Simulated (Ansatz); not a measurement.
# Te2Pt: the cost of one run

Computed with Ansatz 0.2.0 (DFT PBE+D3(BJ), scalar-relativistic, plane waves, PAW, unless a step's input says otherwise).

The COD entry's cell or inner coordinates are ideal or old and differ from later refinements, so a difference from it is no clean test against experiment.

4 further runs of the same task are left out: 2 that didn't finish, 2 set aside as unsound or not needed.

## (1) The structure to begin with

It takes space group P-3m1 (No. 164, trigonal). Conventional cell: a = 4.053 Å, b = 4.053 Å, c = 5.091 Å, α = 90.00°, β = 90.00°, γ = 120.00°. Te (site symmetry 3m) has 3 Pt at 2.71 Å as nearest neighbours. Pt (site symmetry -3m) is surrounded by 6 Te at 2.71 Å.

Coordinates:

```
Te Pt
1.0
     4.05334    0.00000    0.00000
    -2.02667    3.51030    0.00000
     0.00000    0.00000    5.09096
Te Pt
2 1
Direct
  0.33333 0.66667 0.26706
  0.66667 0.33333 0.73294
  0.00000 0.00000 0.00000
```

This cell was relaxed beforehand with the same method: volume 24.15 Å³/atom, gap on the mesh none (metal).

## (2) The bulk in the cell of the plane

Contents of input.yaml:

```yaml
crystal:
  lattice:
    - [4.0533413718, 0.0, 0.0]
    - [-2.0266706859, 3.5102965982, 0.0]
    - [0.0, 0.0, 5.0909628896]
  atoms:
    - { symbol: Te, position: [0.3333333333, 0.6666666667, 0.2670610959] }
    - { symbol: Te, position: [0.6666666667, 0.3333333333, 0.7329389041] }
    - { symbol: Pt, position: [0.0, 0.0, 0.0] }
basis:
  ecutwfc: 420
kpoints:
  mp_grid: { grid: [9, 9, 7] }
hamiltonian:
  xc: pbe
  dispersion: d3bj
scf:
  occupations: { method: gaussian, width: 0.1 }
output:
  forces: true
  stress: true
  eigenvalues: true
```

Command:

```
$ ansatz run input.yaml --threads 2 --pin off --max-ram 5632MiB --backend cpu --events-out ev --progress --plain --runs-dir out
```

Q: Estimate wall time and peak memory on 2 threads of Arm Neoverse V1, shared host.

About 3.9 s, with a peak of 0.41 GiB.
